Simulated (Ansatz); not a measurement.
**Mo under changes of volume**

One of the cells (15.892 Å³/atom); the others are scaled copies at fixed shape and fractional positions:

```
CELL_PARAMETERS angstrom
-1.58381 1.58381 1.58381
1.58381 -1.58381 1.58381
1.58381 1.58381 -1.58381
ATOMIC_POSITIONS crystal
Mo 0.00000 0.00000 0.00000
```

| Item | Value |
| --- | --- |
| Program | Ansatz 0.2.0 |
| Functional | PBE |
| Potentials or basis | Ansatz PAW |
| Cutoff | 420 eV (not typed: the program's choice for these potentials) |
| k mesh | 12 × 12 × 12 |
| Occupations | fermi-dirac, width 0.05 eV |
| Spin | no spin polarisation |

| volume (Å³/atom) | energy over the lowest point (meV/atom) | pressure (GPa) |
| --- | --- | --- |
| 14.938 | 39.38 | 16.1 |
| 15.256 | 14.18 | 9.5 |
| 15.574 | 1.49 | 3.5 |
| 15.892 | 0.00 | -1.9 |
| 16.209 | 8.58 | -6.7 |
| 16.527 | 26.22 | -11.0 |
| 16.845 | ? | ? |

Problem. What does the run at 16.845 Å³/atom give?

Solution. Energy over the lowest point 52.00 meV/atom; pressure -14.9 GPa.

Worked out: A Birch-Murnaghan fit of order 3 (a polynomial in V^(-2/3)) to the other rows has its minimum at 15.78 Å³/atom with B0 = V·E''(V) = 262 GPa and B' = 4.3. It gives 52.02 meV/atom at 16.845 Å³/atom, against the run's 52.00, and -dE/dV = -14.9 GPa, against -14.9.

Energies are extrapolated to zero smearing.
